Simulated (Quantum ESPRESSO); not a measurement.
A run of Quantum ESPRESSO 7.5 is set up as follows.

Contents of run.py:

```python
import numpy as np
from ase.calculators.espresso import Espresso, EspressoProfile
from ase.io import read

atoms = read('POSCAR')

input_data = {
    'control': {'calculation': 'scf', 'prefix': 'pwscf', 'outdir': './tmp', 'tprnfor': True, 'tstress': True, 'disk_io': 'low'},
    'system': {'ecutwfc': 82.0, 'nbnd': 15, 'input_dft': 'revpbe', 'occupations': 'smearing', 'smearing': 'fd', 'degauss': 0.00367493, 'vdw_corr': 'grimme-d2', 'london_s6': 1.25},
    'electrons': {'conv_thr': 2e-10, 'electron_maxstep': 120, 'mixing_beta': 0.5},
}
pseudopotentials = {'Pd': 'Pd.upf'}
profile = EspressoProfile(command='pw.x', pseudo_dir='pseudo')
dft = Espresso(profile=profile, input_data=input_data, pseudopotentials=pseudopotentials, kpts=(12, 12, 12), koffset=(0, 0, 0))
atoms.calc = dft

from ase.optimize import FIRE
from ase.filters import FrechetCellFilter
done = FIRE(FrechetCellFilter(atoms), trajectory='opt.traj').run(fmax=0.02, steps=30)
print('converged', done)
print('cell (A)', np.round(atoms.cell.cellpar(), 5))
print(f'energy {atoms.get_potential_energy():.8f} eV')
print('forces (eV/A)')
print(np.round(atoms.get_forces(), 6))
print('stress (eV/A^3, Voigt)')
print(np.round(atoms.get_stress(), 8))
print(f'Fermi level {dft.get_fermi_level():.4f} eV')
```

Contents of POSCAR:

```
Pd
1.0
    0.0000000000      1.9465000000      1.9465000000
    1.9465000000      0.0000000000      1.9465000000
    1.9465000000      1.9465000000      0.0000000000
Pd
1
Direct
    0.0000000000      0.0000000000      0.0000000000
```

Potentials or basis: Ansatz NC SR PBE.

Run with:

```console
$ OMP_NUM_THREADS=1 python run.py
```

(1) Estimate the relaxed cell.

(2) Predict the band gap on the k mesh.

(3) Estimate the relaxed volume.

(4) Estimate the space group after relaxing (to 0.05 Å).

Results:

(1) a = 2.737 Å, b = 2.737 Å, c = 2.737 Å, α = 60.00°, β = 60.00°, γ = 60.00°.

(2) none (metal or under the smearing width).

(3) 14.50 Å³/atom.

(4) Fm-3m (No. 225).

Caveat: the potentials were made for another functional, which shifts forces and pressure; pairwise dispersion overbinds metals, which lowers pressure and volume.
